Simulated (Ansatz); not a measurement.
Ansatz input file:

```yaml
crystal:
  lattice:
    - [3.4863778627, 0.0, 0.0]
    - [-1.7431889314, 3.0192917963, 0.0]
    - [0.0, 0.0, 4.17804122]
  atoms:
    - { symbol: Mg, position: [0.66666667, 0.33333333, 0.75] }
    - { symbol: Mg, position: [0.33333333, 0.66666667, 0.25] }
    - { symbol: O, position: [0.6437422288, 0.2869681525, 0.2628936018] }
    - { symbol: O, position: [0.33333333, 0.66666667, 0.75] }
basis:
  ecutwfc: 420
kpoints:
  mp_grid: { grid: [9, 9, 6] }
hamiltonian:
  xc: pbe
scf:
  occupations: { method: gaussian, width: 0.02 }
output:
  forces: true
  stress: true
  eigenvalues: true
```

Command:
```bash
ansatz run input.yaml --threads 1 --pin off --max-ram 1331MiB --backend cpu --events-out ev --progress --plain --runs-dir out
```

These are results of DFT PBE, scalar-relativistic, plane waves, PAW (Ansatz), not measurements.

From the run's log, abridged:

```
Pseudopotentials: kind: paw
Pseudopotential: Mg, paw, valence charge 10, recommended cutoff 420 eV (normal)
Pseudopotential: O, paw, valence charge 6, recommended cutoff 420 eV (normal)
Functional definition: PBE
Crystal: 4 atoms, lattice volume = 43.980 Å³
Basis set: ecut = 420 eV, 823 PW (Γ), exchange–correlation on 48×48×60 points (8 copies of the dense FFT grid, shifted against one another)
Bands: 20, of which v1, the nominal top of the filled ones, is band 16 counted from 1 (15 counted from 0)
Symmetry: 1 space group operations
Space group: P1 (ITA 1), of the structure as read, at distance tolerance 3.5e-5 Å
k-points: 244 of 486 (time reversal used)
Initial density: superposition of atomic densities (neutral atoms: chi_scale 0, normalization atom), corrected by the library's trained network
Initial wavefunctions: pseudopotential atomic-orbital guess
Functional: x = pbe(κ = 0.804, μ = 0.21951497), c = pbe(β = 0.06672455)
SCF iter   1: F=—  HF=-4987.977946 eV  |F-HF|=—  |Δ(HF+E_count)|=         —  Δρ=1.22e-3  dr2=2.81e-4  ethr=1.77e-3  ⟨swp⟩=6.0  Hψ=23124  notcnv=0
SCF iter   2: F=—  HF=-4987.978030 eV  |F-HF|=—  |Δ(HF+E_count)|=   8.33e-5  Δρ=6.16e-4  dr2=8.04e-5  ethr=8.79e-7  ⟨swp⟩=2.2  Hψ=11547  notcnv=0
SCF iter   3: F=—  HF=-4987.978333 eV  |F-HF|=—  |Δ(HF+E_count)|=   3.03e-4  Δρ=2.50e-4  dr2=1.96e-5  ethr=2.51e-7  ⟨swp⟩=3.0  Hψ=9769  notcnv=0
SCF iter   4: F=—  HF=-4987.978356 eV  |F-HF|=—  |Δ(HF+E_count)|=   2.31e-5  Δρ=5.79e-5  dr2=1.05e-6  ethr=6.12e-8  ⟨swp⟩=2.5  Hψ=7863  notcnv=0
SCF iter   5: F=—  HF=-4987.978357 eV  |F-HF|=—  |Δ(HF+E_count)|=   2.97e-7  Δρ=4.78e-5  dr2=7.25e-7  ethr=3.27e-9  ⟨swp⟩=2.0  Hψ=8784  notcnv=0
SCF iter   6: F=-4987.978357 eV  HF=-4987.978356 eV  |F-HF|=1.47e-8  |Δ(HF+E_count)|=   6.73e-8  Δρ=8.38e-6  dr2=2.10e-8  ethr=3.13e-10  ⟨swp⟩=3.0  Hψ=18097  notcnv=0
SCF 1 converged in 6 iterations: F = -4987.978357 eV  dr2 = 2.10e-8
SCF converged after 6 iterations
Free energy (F): -4987.978357 eV
Harris-Foulkes:  -4987.978356 eV  (|F-HF|=1.47e-8)
Internal energy: -4987.978357 eV  (E = F + TS)
E sigma→0 (E₀):  -4987.978357 eV
Fermi energy:    7.932354 eV
--- Per-component energies (eV) ---
  E_band       = -645.407902
  E_kinetic    = 510.760976
  E_local      = -3652.000866  (includes V_loc(G=0)·N_el)
  E_nonlocal   = 285.944130
  E_hartree    = 1301.672394
  E_xc         = -209.970622
  E_vxc        = -268.970325  (∫ρ·V_xc dr)
  E_paw        = -899.901933  (= ΣΔE_a)
  E_vpaw       = -124.493752  (= ΣTr[D̂ρ^β])
  E_aug_tail   = 0.004995  (compensation charges beyond the density's cutoff)
  E_ewald      = -2324.487432
  E_smearing   =  0.000000  (= −TS)
--- Forces (eV/Å), atoms counted from 1 ---
  atom   1  Mg     0.00143078    -0.21713639     0.17398659
  atom   2  Mg     0.00302548    -1.39558793     0.09154401
  atom   3  O     -0.00575051     1.90610458    -0.60028267
  atom   4  O      0.00129450    -0.29342609     0.33478111
--- Stress (GPa, compression-positive) ---
        0.310749       0.026240      -0.000665
        0.026240      11.135690       0.212269
       -0.000665       0.212269       5.792946
  P = ⅓ Tr σ = 5.7465 GPa (57.465 kbar)
--- Band table (eV; the first three rows and the last of 244) ---
  k-point 0: bands = ["-66.0445", "-66.0146", "-32.8249", "-32.8125", "-32.8085", "-32.7852", "-32.7573", "-32.7428", "-10.7210", "-9.3153", "2.5986", "4.3576", "4.6294", "5.3306", "5.4905", "6.2243", "9.6404", "15.7033", "18.3507", "18.4559"]
  k-point 1: bands = ["-66.0442", "-66.0149", "-32.8209", "-32.8108", "-32.8075", "-32.7870", "-32.7583", "-32.7480", "-10.6257", "-9.4050", "2.7199", "4.4241", "4.6725", "5.2844", "5.4011", "5.7235", "10.1840", "15.1759", "18.3700", "18.9780"]
  k-point 2: bands = ["-66.0435", "-66.0156", "-32.8104", "-32.8060", "-32.8053", "-32.7916", "-32.7618", "-32.7597", "-10.3665", "-9.6538", "3.1106", "4.6083", "4.7287", "4.7901", "5.1626", "5.2018", "11.3284", "14.0127", "18.6102", "18.8179"]
  k-point 243: bands = ["-66.0427", "-66.0151", "-32.8288", "-32.8171", "-32.8108", "-32.7911", "-32.7634", "-32.7555", "-10.0774", "-9.4840", "2.6308", "3.4272", "3.9919", "4.3186", "5.3857", "5.5985", "13.1720", "14.9964", "16.4665", "18.2509"]
```

Self-consistency was reached.